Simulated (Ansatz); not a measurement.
All numbers below come from DFT PBE, scalar-relativistic, plane waves, PAW (Ansatz 0.2.0). Settings: cutoff 420 eV, Γ-centred meshes spaced at most about 0.3 Å⁻¹, and about 0.25 Å⁻¹ or finer for metals (2π included), Gaussian smearing. No spin polarisation in the final relaxations.

These are static total energies at zero pressure. All come from trial cells, and lower structures may exist. The sheets are periodic along a and b; c holds vacuum.

**Question.** Order these relaxed structures of Be by energy, lowest first, with the energy over the lowest of them.
A.

```
Be
1.0
     2.13006    0.00000    0.00000
    -1.06503    1.84468    0.00000
     0.00000    0.00000   28.48769
Be
2
Direct
  0.00000 0.00000 0.32391
  0.00000 0.00000 0.23773
```

B.

```
Be
1.0
     3.99414    0.00000    0.00000
     0.00000    3.99414    0.00000
     0.00000    0.00000   23.80000
Be
4
Direct
  0.75000 0.75000 0.29412
  0.25000 0.25000 0.29412
  0.75000 0.25000 0.29412
  0.25000 0.75000 0.29412
```

C.

```
Be
1.0
     2.09061   -0.41479    0.00000
    -0.68611    2.01790    0.00000
     0.00000    0.00000   23.80000
Be
1
Direct
  0.50000 0.50000 0.29412
```

**Answer.** A (0 meV/atom), C (188 meV/atom), B (534 meV/atom). Forms: A p6/mmm; C p6/mmm; B p4/mmm. Counting all near atoms (those within 1.25 times the shortest distance at each site; a plus sign parts nearer from farther groups): A has Be 6+1; C has Be 6; B has Be 4.

Cells relaxed within their symmetry can be saddle points. Some candidate types were left out of the draw beforehand, so a known form may be missing.
